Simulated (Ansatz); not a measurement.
Runs of Ansatz 0.2.0 on Rh. The structure is cubic, space group Fm-3m (No. 225). The conventional cell has a = 3.796 Å, b = 3.796 Å, c = 3.796 Å, α = 90.00°, β = 90.00°, γ = 90.00°. Rh (site symmetry m-3m) is surrounded by 12 Rh at 2.68 Å. 

| task | level | cell | cutoff (eV) | smearing | pressure (GPa) | relaxed volume (Å³/atom) |
| --- | --- | --- | --- | --- | --- | --- |
| relaxation of cell and atoms | PBEsol+D4 | relaxed | - | fermi-dirac 0.05 eV | 0.0 | 13.26 |
| atomic charges | LDA+D3(BJ) | as given | 278 | methfessel-paxton 0.1 eV | -17.9 | - |
| band structure | LDA | as given | 278 | fermi-dirac 0.05 eV | (b) | - |
| relaxation of cell and atoms | PBEsol+D3(BJ) | relaxed | - | fermi-dirac 0.05 eV | 0.0 | 13.17 |
| band structure | RPBE | as given | 278 | fermi-dirac 0.05 eV | (a) | - |

Alike in all rows: potentials or basis all-electron LAPW, scalar-relativistic; no spin polarisation; k mesh 12 × 12 × 12; basis error allowed 0.001 eV/atom.

Estimate the missing entries.

(a) 12.0; (b) -9.9.

Caveats: so large a pressure means that the cell lies far from this level's equilibrium, or that cutoff or potentials fall short (some runs); pairwise dispersion overbinds metals, which lowers pressure and volume (some runs); the dispersion damping was fitted for another functional or another form of the correction (some runs).

Runs at the PBE level aren't shown here.
